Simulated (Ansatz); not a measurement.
# PbS, one cell by several methods

```xyz
2
Lattice="-0.0890 2.9205 2.9205 2.9205 -0.0890 2.9205 2.9205 2.9205 -0.0890" Properties=species:S:1:pos:R:3 pbc="T T T"
Pb    0.0000    0.0000    0.0000
S     2.8761    2.8761    2.8761
```

Atom numbers follow the list: Pb1, S2.

The cell is COD entry 9000001, as deposited and not checked against the literature; nothing was relaxed. The listed cell was then made from it by scaling, straining or moving an atom.

Spin–orbit coupling is left out, though it moves levels of the heavy atoms by tenths of an eV or more.

Methods: DFT, PBE, PAW with Ansatz's default frozen-core files, scalar-relativistic (Ansatz 0.2.0); DFT, PBE, all-electron PAW with datasets made for the crystal, scalar-relativistic (Ansatz 0.2.0); DFT, PBE, all-electron LAPW, scalar-relativistic (Ansatz 0.2.0).

For PAW: a Γ-centred 8×8×8 k mesh, Fermi–Dirac smearing of 0.01 eV, cutoff 420 eV, no spin polarisation. The crystal-made all-electron datasets (AE datasets) take a cutoff of 260 eV at this cell. LAPW targets a basis error of 0.5 meV/atom. The Ansatz runs share mesh, smearing and spin set-up. Plane-wave (PAW) pressures include the program's estimate of the Pulay term.

Stress and pressure are positive in compression.

The change that made this cell: equal xy, yz and zx engineering shear strains of -3 %.

No spin–orbit coupling: at heavy atoms the gradients can be off by tens of per cent for that reason.

```csv
quantity,PAW,AE datasets,LAPW
pressure (GPa),2.27,2.28,2.28
stress yz (GPa),0.55,0.55,0.55
stress xz (GPa),0.55,0.55,0.55
stress xy (GPa),0.55,0.55,0.55
band gap (eV),0.067,0.067,0.067
field gradient Vzz at Pb1 (10²¹ V/m²),1.28,1.36,–
field gradient Vzz at S2 (10²¹ V/m²),-0.90,-0.90,–
```

PAW's pressure differs from the LAPW value by about 0.01 GPa or less. Datasets made for the crystal and LAPW share parts of one code, so their agreement isn't an independent check.
